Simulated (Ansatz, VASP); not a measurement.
# One calculation of Sb, two programs

```
CELL_PARAMETERS angstrom
3.18307 -0.00916 -0.07927
-0.00916 3.13721 -0.05653
-0.07927 -0.05653 3.16292
ATOMIC_POSITIONS crystal
Sb 0.00350 0.00307 0.97826
```

Change from the starting cell: cell strained at random at fixed volume.

Alike in both runs: task single point; functional PBE; k mesh 8 × 8 × 8; occupations fermi-dirac, width 0.05 eV; no spin polarisation.

|  | VASP | Ansatz |
| --- | --- | --- |
| version | VASP 6.6.1 | Ansatz 0.2.0 |
| potentials or method | VASP PAW PBE potentials, release 64 (Sb) | Ansatz PAW |
| plane-wave cutoff (eV) | 520 | 420 |
| valence electrons in the cell | 5 | 15 |

Ansatz gave:

```
gap on the k mesh at the Fermi level (eV)       : none
pressure (GPa)                                  : -2.3
largest component of the traceless stress (GPa) : 1.02
```

Question: Which values does VASP return?

Answer: gap on the k mesh at the Fermi level (eV): none; pressure (GPa): -2.4; largest component of the traceless stress (GPa): 1.02.

A gap of «none» marks a metal or a gap that the smearing closes. The two sets of potentials don't hold the same shells in valence.

Spin-orbit coupling is left out, which matters for the levels of Sb.
